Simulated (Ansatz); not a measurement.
Write the native input for Ansatz 0.2.0 that does the following.

- Task: relaxation of cell and atoms
- Functional: PBEsol
- Potentials or basis: all-electron LAPW, scalar-relativistic
- Basis error allowed: 0.002 eV/atom
- k mesh: 12 × 12 × 4
- Occupations: fermi-dirac, width 0.05 eV
- Spin: no spin polarisation

Crystal: Zn.

```
Zn
1.0
     2.26817   -1.30849    0.00000
     2.26817    1.30849    0.00000
    -1.59172    0.00000    7.30041
Zn
3
Direct
  0.77802 0.77802 0.33450
  0.22198 0.22198 0.66550
  0.00000 0.00000 0.00000
```

This isn't the form of Zn at room conditions, which is hcp.

These files were run (other wordings do the same):

input.yaml

```yaml
crystal:
  lattice:
    - [2.2681701736, -1.30848701, 0.0]
    - [2.2681701736, 1.30848701, 0.0]
    - [-1.5917165425, 0.0, 7.3004081919]
  atoms:
    - { symbol: Zn, position: [0.77801786, 0.77801786, 0.33450498] }
    - { symbol: Zn, position: [0.22198214, 0.22198214, 0.66549502] }
    - { symbol: Zn, position: [0.0, 0.0, 0.0] }
kpoints:
  mp_grid: { grid: [12, 12, 4] }
scf:
  occupations: { method: fermi_dirac, width: 0.05 }
hamiltonian:
  xc: pbesol
  pseudopotentials: { kind: all_electron, lapw: { basis_error: 0.002 } }
output:
  forces: true
  stress: true
relax:
  f_tol: 0.02
  max_steps: 60
  cell: {}
```

Potentials or basis: all-electron LAPW, scalar-relativistic.

Run with:

```console
$ ansatz run input.yaml --threads 2 --pin off --max-ram 8192MiB --backend cpu --events-out ev --progress --plain --runs-dir out
```

Results of the run:

```json
{"Relaxed volume": "14.45 Å³/atom", "Relaxed cell": "a = 2.572 Å, b = 2.572 Å, c = 7.714 Å, α = 99.54°, β = 99.54°, γ = 59.94°", "Space group after relaxing (to 0.05 Å)": "R-3m (No. 166)", "Energy gained by relaxing": "10.5 meV/atom", "Ionic steps": "7", "Pressure after relaxing": "0.0 GPa"}
```

Run time: 2.1 min on 2 threads of Arm Neoverse V2 (shared host), peak memory 0.71 GiB.
